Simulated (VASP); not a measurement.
# WS2 (Tungstenite) (P6_3/mmc) in VASP: notebook, part 2 of 2

VASP 6.6.1.

## Step 4: Single point, PBE+D3(BJ)

This run uses another cell than the first one, of 63.80 Å³/atom, 3.660 times its volume.

INCAR reads:

```
PREC = Accurate
ENCUT = 520
EDIFF = 1E-6
ISMEAR = 0
SIGMA = 0.02
LREAL = False
LASPH = True
NELM = 100
ALGO = Fast
ISIF = 2
LWAVE = False
LCHARG = False
LDIPOL = True
IDIPOL = 3
DIPOL = 0.5 0.5 0.500
GGA = PE
IVDW = 12
NBANDS = 35
```

KPOINTS reads:

```
regular mesh
0
Gamma
  12 12 1
```

POSCAR reads:

```
WS2
1.0
    3.1537892969      0.0000000000      0.0000000000
   -1.5768946485      2.7312616493      0.0000000000
    0.0000000000      0.0000000000     44.4429313586
S W
4 2
Direct
    0.3333333333      0.6666666667      0.3962549792
    0.3333333333      0.6666666667      0.4671283337
    0.6666666667      0.3333333333      0.5328716663
    0.6666666667      0.3333333333      0.6037450208
    0.6666666667      0.3333333333      0.4316916564
    0.3333333333      0.6666666667      0.5683083436
```

Potentials or basis: VASP PAW PBE potentials, release 64 (S, W_sv).

The run is started by

```sh
$ cat potpaw_PBE.64/S/POTCAR potpaw_PBE.64/W_sv/POTCAR > POTCAR
$ mpirun -np 1 vasp_std > vasp.out
```

OUTCAR:

```text
PREC = Accurate
   ENCUT = 520
   EDIFF = 1E-6
   ISMEAR = 0
   LREAL = False
   LASPH = True
   NELM = 100
   ISIF = 2
   GGA = PE
   IVDW = 12
 IVDW          = 12

 ion  position               nearest neighbor table
   1  0.333  0.667  0.396-   5 2.41   5 2.41   5 2.41
   2  0.333  0.667  0.467-   5 2.41   5 2.41   5 2.41
   3  0.667  0.333  0.533-   6 2.41   6 2.41   6 2.41
   4  0.667  0.333  0.604-   6 2.41   6 2.41   6 2.41
   5  0.667  0.333  0.432-   1 2.41   1 2.41   1 2.41   2 2.41   2 2.41   2 2.41
   6  0.333  0.667  0.568-   4 2.41   4 2.41   4 2.41   3 2.41   3 2.41   3 2.41

  LATTYP: Found a hexagonal cell.
 ALAT       =     3.1537892969
 C/A-ratio  =    14.0919152089

  Lattice vectors:

 A1 = (   3.1537892969,   0.0000000000,   0.0000000000)
 A2 = (  -1.5768946485,   2.7312616493,   0.0000000000)
 A3 = (   0.0000000000,   0.0000000000,  44.4429313586)

Analysis of symmetry for initial positions (statically):
=====================================================================
 Subroutine PRICEL returns:
 Original cell was already a primitive cell.

 Routine SETGRP: Setting up the symmetry group for a
 hexagonal supercell.

 Subroutine GETGRP returns: Found 12 space group operations
 (whereof 12 operations were pure point group operations)
 out of a pool of 24 trial point group operations.

The static configuration has the point symmetry D_3d.

Analysis of symmetry for dynamics (positions and initial velocities):
=====================================================================
 Subroutine PRICEL returns:
 Original cell was already a primitive cell.

 Routine SETGRP: Setting up the symmetry group for a
 hexagonal supercell.

 Subroutine GETGRP returns: Found 12 space group operations
 (whereof 12 operations were pure point group operations)
 out of a pool of 24 trial point group operations.

The dynamic configuration has the point symmetry D_3d.

 Subroutine INISYM returns: Found 12 space group operations
 (whereof 12 operations are pure point group operations),
 and found     1 'primitive' translations

----------------------------------------------------------------------------------------

                                     Primitive cell

  volume of cell :     382.8236

  direct lattice vectors                    reciprocal lattice vectors
     3.153789297  0.000000000  0.000000000     0.317078887  0.183065581  0.000000000
    -1.576894648  2.731261649  0.000000000     0.000000000  0.366131161  0.000000000
     0.000000000  0.000000000 44.442931359     0.000000000  0.000000000  0.022500766

  length of vectors
     3.153789297  3.153789297 44.442931359     0.366131161  0.366131161  0.022500766

  position of ions in fractional coordinates (direct lattice)
     0.333333333  0.666666667  0.396254979
     0.333333333  0.666666667  0.467128334
     0.666666667  0.333333333  0.532871666
     0.666666667  0.333333333  0.603745021
     0.666666667  0.333333333  0.431691656
     0.333333333  0.666666667  0.568308344

  ion indices of the primitive-cell ions
   primitive index   ion index
                 1           1
                 2           2
                 3           3
                 4           4
                 5           5
                 6           6

[... 50 lines left out ...]
   dimension x,y,z NGX =    24 NGY =   24 NGZ =  336
   dimension x,y,z NGXF=    48 NGYF=   48 NGZF=  672
   ions per type =               4   2
   NGX,Y,Z   is equivalent  to a cutoff of  12.65, 12.65, 12.57 a.u.
   NGXF,Y,Z  is equivalent  to a cutoff of  25.30, 25.30, 25.14 a.u.
 SYSTEM =  unknown system
   PREC   = accura    normal or accurate (medium, high low for compatibility)
   ISTART =      0    job   : 0-new  1-cont  2-samecut
   ICHARG =      2    charge: 1-file 2-atom 10-const
   ISPIN  =      1    spin polarized calculation?
   LNONCOLLINEAR =      F non collinear calculations
   LSORBIT =      F    spin-orbit coupling
   LASPH  =      T    aspherical Exc in radial PAW
   ENCUT  =  520.0 eV  38.22 Ry    6.18 a.u.   5.86  5.86 82.63*2*pi/ulx,y,z
   NELM   =    100;   NELMIN=  2; NELMDL= -5     # of ELM steps
   EDIFF  = 0.1E-05   stopping-criterion for ELM
   LREAL  =      F    real-space projection
   EDIFFG = 0.1E-04   stopping-criterion for IOM
   NSW    =      0    number of steps for IOM
   IBRION =     -1    ionic relax: 0-MD 1-quasi-New 2-CG
   NFREE  =      0    steps in history (QN), initial steepest desc. (CG)
   ISIF   =      2    stress and relaxation
   ISYM   =      2    0-nonsym 1-usesym 2-fastsym
   POTIM  = 0.5000    time-step for ionic-motion
   TEBEG  =    0.0;   TEEND  =   0.0 temperature during run
   PSTRESS=    0.0 pullay stress
   NELECT =      52.0000    total number of electrons
   NUPDOWN=      -1.0000    fix difference up-down
   EMIN   =  10.00;   EMAX   =-10.00  energy-range for DOS
   EFERMI =   0.00;   METHOD = LEGACY
   ISMEAR =     0;   SIGMA  =   0.02  broadening in eV -4-tet -1-fermi 0-gaus
   EFERMI_NEDOS =   21; number of points for ismear=-14 and -15
   IALGO  =     68    algorithm
   IMIX   =      4    mixing-type and parameters
     AMIX     =   0.40;   BMIX     =  1.00
     AMIX_MAG =   1.60;   BMIX_MAG =  1.00
  volume/ion in A,a.u.               =      63.80       430.57
  Fermi-wavevector in a.u.,A,eV,Ry     =   0.841543  1.590286  9.635576  0.708195
  Thomas-Fermi vector in A             =   1.956105
   LORBIT       =      0    0 simple, 1 ext, 2 COOP (PROOUT), +10 PAW based schemes
   GGA     = PE    functional components
   LHFCALC =     F    Hartree Fock is set to
   AEXX    =    0.0000 exact exchange contribution
   IVDW    =    12    specifies the selected vdW correction
   LEPSILON=     F    determine dielectric tensor
   LRPA    =     F    only Hartree local field effects (RPA)
 non-spin polarized calculation
 RMM-DIIS sequential band-by-band and
 Gauss-broadening in eV      SIGMA  =   0.02
  energy-cutoff  :      520.00
  volume of cell :      382.82
 maximum number of plane-waves:     10366
 NGX is ok and might be reduce to    24
   NGX = 11   NGY = 11   NGZ =165

 dipolmoment           0.000000      0.000000      0.000000 electrons x Angstroem

 number of electron      51.9999993 magnetization

 dipolmoment           0.000000      0.000000     -0.000000 electrons x Angstroem

 Free energy of the ion-electron system (eV)
  ---------------------------------------------------
  ext. energy  EPLUGINS =         0.00000000
  ---------------------------------------------------
  free energy    TOTEN  =       -47.25176729 eV

  energy without entropy =      -47.25176729  energy(sigma->0) =      -47.25176729

 E-fermi :  -1.6317     XC(G=0):  -3.2966

 val. band max:       -1.7697837185   @ k =   0.0000   0.0000   0.0000
 cond. band min:      -0.4068993146   @ k =   0.1667   0.1667   0.0000
 fundamental gap:      1.3628844039
 Fermi energy:        -1.6316560325

 k-point     1 :       0.0000    0.0000    0.0000
  band No.  band energies     occupation
      1     -76.1714      2.00000
      2     -76.1713      2.00000
      3     -40.4288      2.00000
      4     -40.4288      2.00000
      5     -40.2498      2.00000
      6     -40.2498      2.00000
[... 711 lines left out ...]
     34       3.4546      0.00000
     35       4.6113      0.00000

------------------------ aborting loop because EDIFF is reached ----------------------------------------

 vacuum level on the upper side and lower side of the slab       (xc-potential included)        -0.158        -0.158

 Edisp (eV)   -2.22397

 E8    (eV) :    -0.9674

  FORCE on cell =-STRESS in cart. coord.  units (eV):
  Direction    XX          YY          ZZ          XY          YZ          ZX
  --------------------------------------------------------------------------------------
  -------------------------------------------------------------------------------------
  Total       0.25269     0.25269     0.21726    -0.00000     0.00000     0.00000
  in kB       1.05757     1.05757     0.90928    -0.00000     0.00000     0.00000
  external pressure =        1.01 kB  Pullay stress =        0.00 kB

 VOLUME and BASIS-vectors are now :
 -----------------------------------------------------------------------------
  energy-cutoff  :      520.00
  volume of cell :      382.82
      direct lattice vectors                 reciprocal lattice vectors
     3.153789297  0.000000000  0.000000000     0.317078887  0.183065581  0.000000000
    -1.576894648  2.731261649  0.000000000     0.000000000  0.366131161  0.000000000
     0.000000000  0.000000000 44.442931359     0.000000000  0.000000000  0.022500766

 POSITION                                       TOTAL-FORCE (eV/Angst)
 -----------------------------------------------------------------------------------
     -0.00000      1.82084     17.61073        -0.000000      0.000000     -0.053253
     -0.00000      1.82084     20.76055        -0.000000      0.000000      0.016053
      1.57689      0.91042     23.68238         0.000000     -0.000000     -0.016053
      1.57689      0.91042     26.83220        -0.000000      0.000000      0.053253
      1.57689      0.91042     19.18564        -0.000000      0.000000      0.028068
     -0.00000      1.82084     25.25729         0.000000      0.000000     -0.028068
 -----------------------------------------------------------------------------------
    total drift:                                0.000000     -0.000000      0.000000

  FREE ENERGIE OF THE ION-ELECTRON SYSTEM (eV)
  ---------------------------------------------------
  free  energy   TOTEN  =       -49.4757370548 eV

  energy  without entropy=      -49.4757370548  energy(sigma->0) =      -49.47573705

 vacuum level on the upper side and lower side of the slab         3.340         3.340
```

Run time: 5.2 min. Hardware: 1 thread of Intel Xeon Platinum 8488C (Sapphire Rapids), shared host; peak memory 0.56 GiB.

What came out:

| Item | Value |
| --- | --- |
| Free energy | -49.4757 eV |
| Largest force | 0.053 eV/Å |
| Band gap on the k mesh | 1.36 eV, indirect (least direct gap 1.89 eV) |
| Dispersion energy per atom | -0.371 eV |

Forces on the atoms (eV/Å):
```
S    0.000  0.000 -0.053
S    0.000  0.000  0.016
S    0.000  0.000 -0.016
S    0.000  0.000  0.053
W    0.000  0.000  0.028
W    0.000  0.000 -0.028
```

Caveat: spin-orbit coupling is left out, which moves the levels of the heavy elements.

## Step 5: Summary

| potentials or basis | cell | k mesh | dipole correction | gap on the mesh (eV) | largest force (eV/Å) |
| --- | --- | --- | --- | --- | --- |
| VASP PAW PBE potentials, release 64 (W_sv, S) | P6_3/mmc, 17.43 Å³/atom | 12 × 12 × 4 | no | 0.91 | - |
| VASP PAW PBE potentials, release 64 (S, W_sv) | P-3m1, 63.93 Å³/atom | 12 × 12 × 1 | yes | 1.37 | 0.01 |
| VASP PAW PBE potentials, release 64 (S, W_sv) | P-3m1, 63.8 Å³/atom | 12 × 12 × 1 | yes | 1.36 | 0.05 |

Alike in all rows: task single point; level PBE+D3(BJ); no spin polarisation; cutoff (eV) 520; smearing gaussian 0.02 eV.

Caveats: spin-orbit coupling is left out, which moves the levels of the heavy elements.

Total energies depend on the potentials used, so only differences within one code and one set of settings carry meaning.
